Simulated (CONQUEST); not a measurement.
## Cu under changes of volume

One of the cells (11.810 Å³/atom); the others are scaled copies at fixed shape and fractional positions:

```
CELL_PARAMETERS angstrom
2.55619 0.00000 0.00000
0.00000 2.55619 0.00000
0.00000 0.00000 3.61500
ATOMIC_POSITIONS crystal
Cu 0.00000 0.00000 0.00000
Cu 0.50000 0.50000 0.50000
```

* Program: CONQUEST 1.3
* Functional: PBE
* Potentials or basis: PseudoDojo NC PBE, SZ, grid of 32 × 32 × 40 points
* k mesh: 10 × 10 × 7
* Occupations: fermi-dirac, width 0.05 eV
* Spin: no spin polarisation

```tsv
volume (Å³/atom)	energy over the lowest point (meV/atom)	pressure (GPa)
11.102	265.46	44.6
11.338	204.31	38.8
11.574	150.30	34.3
11.810	?	?
12.047	64.04	25.0
12.283	29.53	21.7
12.519	0.00	18.2
```

Problem. What does the run at 11.810 Å³/atom give?

Solution. Energy over the lowest point 103.69 meV/atom; pressure 29.1 GPa.

Worked out: A Birch-Murnaghan fit of order 3 (a polynomial in V^(-2/3)) to the other rows has no minimum within the range. It gives 104.19 meV/atom at 11.810 Å³/atom, against the run's 103.69, and -dE/dV = 29.3 GPa, against 29.1.

Energies are extrapolated to zero smearing.

Caveats: the atomic basis is small; the basis of atomic orbitals isn't converged, which shifts pressures, moduli and gaps; the real-space grid breaks the cell's symmetry a little (some runs).
